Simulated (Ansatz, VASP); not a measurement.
**One calculation of InP, two programs**

```
In P
1.0
     0.00000   -2.93909   -2.93909
     2.93909    0.00000   -2.93909
     2.93909   -2.93909    0.00000
In P
1 1
Direct
  0.00000 0.00000 0.00000
  0.75000 0.75000 0.75000
```

Alike in both runs: functional PBEsol; k mesh 8 × 8 × 8; occupations gaussian, width 0.02 eV; no spin polarisation.

Ansatz relaxed the structure, and its values are those at the end. VASP's run is a single point on that final structure, the one shown.

|  | VASP | Ansatz |
| --- | --- | --- |
| version | VASP 6.6.1 | Ansatz 0.2.0 |
| potentials or method | VASP PAW PBE potentials, release 64 (In_d, P) | scalar-relativistic, plane waves, PAW |
| plane-wave cutoff (eV) | 520 | 420 |
| valence electrons in the cell | 18 | 18 |

|  | VASP | Ansatz | Ansatz less VASP |
| --- | --- | --- | --- |
| gap on the k mesh at the Fermi level (eV) | 0.57 | 0.57 | +0.002 |
| least direct gap on the mesh (eV) | 0.57 | 0.57 | +0.002 |
| pressure (GPa) | 0.0 | 0.0 | +0.02 |

With one functional, cell and mesh, what is left measures potentials, basis and numerics.

Caveats: the PAW data sets were made with another functional, which shifts forces and pressure a little (VASP); spin-orbit coupling is left out, which moves the levels of the heavy elements. A hybrid or GW would open this gap; PBEsol tends to underestimate it.
